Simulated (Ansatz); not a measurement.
**BeTe: do energies and stresses tell the same story?**

Method: DFT PBE, scalar-relativistic, plane waves, PAW in Ansatz 0.2.0.

Plane waves to 420 eV, a k mesh through Γ of 8×8×8 on the computed 2-atom cell and Gaussian smearing (0.02 eV); no spin polarisation.

Relaxed cell: F-43m, a = 5.664 Å, b = 5.664 Å, c = 5.664 Å, α = 90.00°, β = 90.00°, γ = 90.00°, 2 atoms in the primitive cell.

Energies at zero smearing and pressures from the stress tensor, at volumes with shape and atoms relaxed:
```
V (Å³/atom) E − E(first) (meV/atom) P (GPa)
     19.985                     0.00     9.32
     20.666                   -33.32     6.43
     21.348                   -55.29     3.96
     22.029                   -67.48     1.83
     22.710                   -71.30     0.00
     23.392                   -67.89    -1.57
     24.073                   -58.27    -2.92
     24.981                   -37.25    -4.44
```

Problem. Check P = −dE/dV between neighbouring volumes, and get the bulk modulus from the pressures alone.

Solution. With 1 eV/Å³ = 160.2 GPa:
```tsv
middle V (Å³/atom)	−ΔE/ΔV (GPa)	mean P (GPa)
20.326	7.836	7.875
21.007	5.166	5.196
21.688	2.868	2.896
22.370	0.898	0.919
23.051	-0.802	-0.782
23.732	-2.263	-2.245
24.527	-3.707	-3.682
```

The two differ by 0.04 GPa at most. The mean of two end pressures misses the average over a step by about ΔV² P″/12, up to 0.04 GPa here; with that taken off 0.00 GPa remains. Around V = 22.710 Å³/atom, the two neighbours give B = −V ΔP/ΔV = 22.710 × 3.40 / 1.363 = 56.7 GPa, against B0 = 56.4 GPa from the Birch–Murnaghan fit of the energies.